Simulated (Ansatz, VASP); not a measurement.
**SrO: VASP beside Ansatz**

```
Sr O
1.0
     0.00000    2.38960    2.49350
     2.38960    0.00000    2.49350
     2.38960    2.38960    0.00000
Sr O
1 1
Direct
  0.00000 0.00000 0.00000
  0.50000 0.50000 0.50000
```

Change from the starting cell: strain -0.080 along x and y, -0.040 along z, atoms carried along.

Alike in both runs: task single point; functional PBE; k mesh 8 × 8 × 8; occupations gaussian, width 0.05 eV; no spin polarisation.

|  | VASP | Ansatz |
| --- | --- | --- |
| version | VASP 6.6.1 | Ansatz 0.2.0 |
| potentials or method | VASP PAW PBE potentials, release 64 (Sr_sv, O) | scalar-relativistic, plane waves, PAW |
| plane-wave cutoff (eV) | 520 | 420 |
| valence electrons in the cell | 16 | 16 |

|  | VASP | Ansatz | Ansatz less VASP |
| --- | --- | --- | --- |
| gap on the k mesh at the Fermi level (eV) | 2.81 | 2.86 | +0.053 |
| least direct gap on the mesh (eV) | 2.81 | 2.86 | +0.053 |
| pressure (GPa) | 30.0 | 28.6 | -1.35 |
| largest component of the traceless stress (GPa) | 9.05 | 8.62 | -0.426 |

The functional is the same, so the differences come from potentials, cutoffs and numerics.

Caveats: so large a pressure means that the cell lies far from this level's equilibrium, or that cutoff or potentials fall short (VASP). A k mesh can miss the band edges.
